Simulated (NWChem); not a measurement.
# wB97X/6-31G(d) (spherical functions) run of C3H9N (propylamine)

Aim: the vertical ionisation energy of C3H9N (propylamine) at wB97X/6-31G* (spherical functions), from 2 runs. 

The results are computed with NWChem 7.3.0.

## Step 1: The system as given

The species is C3H9N (13 atoms), meant as a singlet with charge 0. As SMILES, `CCCN`. The shape is that of a PBE0-D4/def2-TZVP optimisation. This is one conformer, not always the lowest.

Bond lengths: C1–C2 1.519 Å, C2–C3 1.526 Å, C3–N4 1.453 Å, C1–H5 1.092 Å, C1–H6 1.094 Å, C1–H7 1.093 Å, C2–H8 1.097 Å, C2–H9 1.096 Å, C3–H10 1.096 Å, C3–H11 1.095 Å, N4–H12 1.013 Å, N4–H13 1.012 Å. Some angles: C1–C2–C3 113.6°, C2–C3–N4 116.6°, C1–C2–H8 109.8°, C1–C2–H9 109.6°, C3–C2–H8 108.9°, C3–C2–H9 108.5°, C2–C1–H5 111.5°, C2–C1–H6 111.0°, C2–C1–H7 111.6°, C2–C3–H10 109.2°.

## Step 2: A single-point energy at wB97X/6-31G(d) (spherical functions)

File calc.nw:

```
start calc
title "C3H9N"
memory total 2200 mb
charge 0

geometry units angstrom noautosym nocenter noautoz
C     -1.377900     0.221800     0.509700
C     -0.298300    -0.788700     0.163000
C      1.099100    -0.182300     0.067600
N      1.304000     0.822500    -0.961500
H     -2.359000    -0.251500     0.588100
H     -1.167200     0.709300     1.466500
H     -1.456900     1.003200    -0.251000
H     -0.539700    -1.277600    -0.788900
H     -0.282600    -1.582700     0.918600
H      1.361700     0.270300     1.030600
H      1.826800    -0.983100    -0.098000
H      1.066200     0.451400    -1.873800
H      0.709100     1.626300    -0.805800
end

basis spherical bse
C library 6-31G*
N library 6-31G*
H library 6-31G*
end

dft
xc wb97x
grid fine
convergence energy 1e-08
iterations 100
mulliken
print low
end

task dft energy
```

Started as:

```
$ nwchem calc.nw > calc.out
```

Output:

```text
[...]
 d= 0,ls=0.0,diis     1   -174.3880914542 -3.08D+02  6.56D-03  3.59D-01     9.3
[...]
 d= 0,ls=0.0,diis     9   -174.4328142448 -5.61D-09  2.90D-06  4.50D-09    81.0
         Total DFT energy =     -174.432814244790
      One electron energy =     -498.412675445235
           Coulomb energy =      216.912833515860
    Exchange-Corr. energy =      -26.567715849665
 Nuclear repulsion energy =      133.634743534250
[...]
      Total Density - Mulliken Population Analysis
     ---------------------------------------------
    Atom       Charge   Shell Charges
 -----------   ------   -------------------------------------------------------
    1 C    6     6.48   2.00  0.65  2.12  0.63  1.04  0.04
    2 C    6     6.29   2.00  0.65  2.10  0.58  0.91  0.04
    3 C    6     6.16   2.00  0.66  2.07  0.55  0.82  0.06
    4 N    7     7.73   2.00  0.77  2.50  0.84  1.59  0.03
    5 H    1     0.84   0.52  0.31
    6 H    1     0.84   0.52  0.32
    7 H    1     0.86   0.52  0.33
    8 H    1     0.86   0.53  0.34
    9 H    1     0.85   0.52  0.33
   10 H    1     0.85   0.53  0.32
[...]
```

Wall time 82 s (1 thread of Intel Xeon Platinum 8175M at 2.50GHz (Skylake/Cascade Lake), shared host); peak memory 0.12 GiB.

## Step 3: The doublet cation at the same level

File a.nw:

```
START a
memory stack 880 mb heap 220 mb global 1100 mb
charge 1

GEOMETRY units angstroms noautosym nocenter noautoz
   C     -1.377900     0.221800     0.509700
   C     -0.298300    -0.788700     0.163000
   C      1.099100    -0.182300     0.067600
   N      1.304000     0.822500    -0.961500
   H     -2.359000    -0.251500     0.588100
   H     -1.167200     0.709300     1.466500
   H     -1.456900     1.003200    -0.251000
   H     -0.539700    -1.277600    -0.788900
   H     -0.282600    -1.582700     0.918600
   H      1.361700     0.270300     1.030600
   H      1.826800    -0.983100    -0.098000
   H      1.066200     0.451400    -1.873800
   H      0.709100     1.626300    -0.805800
END

BASIS spherical bse
   * library 6-31G*
END

DFT
   xc wb97x
   mult 2
   grid fine
   convergence energy 1e-08
   iterations 100
   mulliken
   print low
END

TASK dft
```

Started as:

```
$ nwchem a.nw > a.out
```

Output:

```text
[...]
 d= 0,ls=0.0,diis     1   -174.0187450850 -3.08D+02  4.27D-03  1.59D-01    10.6
[...]
 d= 0,ls=0.0,diis    13   -174.0958644194 -4.17D-09  2.62D-07  9.02D-11   134.2
[...]
         Total DFT energy =     -174.095864419431
      One electron energy =     -489.895038704507
           Coulomb energy =      208.381155144055
    Exchange-Corr. energy =      -26.216724393228
 Nuclear repulsion energy =      133.634743534250
[...]
      Total Density - Mulliken Population Analysis
     ---------------------------------------------
    Atom       Charge   Shell Charges
 -----------   ------   -------------------------------------------------------
    1 C    6     6.51   2.00  0.65  2.13  0.66  1.04  0.03
    2 C    6     6.34   2.00  0.66  2.09  0.63  0.92  0.04
    3 C    6     6.28   2.00  0.67  2.09  0.61  0.86  0.05
    4 N    7     7.40   2.00  0.81  2.43  0.85  1.28  0.04
    5 H    1     0.75   0.51  0.24
    6 H    1     0.79   0.52  0.28
    7 H    1     0.84   0.52  0.32
    8 H    1     0.78   0.52  0.26
    9 H    1     0.73   0.51  0.23
   10 H    1     0.73   0.51  0.22
[...]
      <S2> =      0.7550 (Exact =     0.7500)
[...]
```

Run time: 2.3 min. Hardware: 1 thread of Intel Xeon Platinum 8175M at 2.50GHz (Skylake/Cascade Lake), shared host; peak memory 0.12 GiB.

## Step 4: Results

At wB97X/6-31G* (spherical functions):

```
                                          quantity          value
                       singlet C3H9N: total energy  -174.43281 Eh
                      doublet cation: total energy  -174.09586 Eh
                              doublet cation: ⟨S²⟩          0.755
vertical ionisation energy (to the doublet cation)       9.169 eV
```

What this shows: Removing an electron at fixed nuclei costs 9.17 eV (211 kcal/mol).
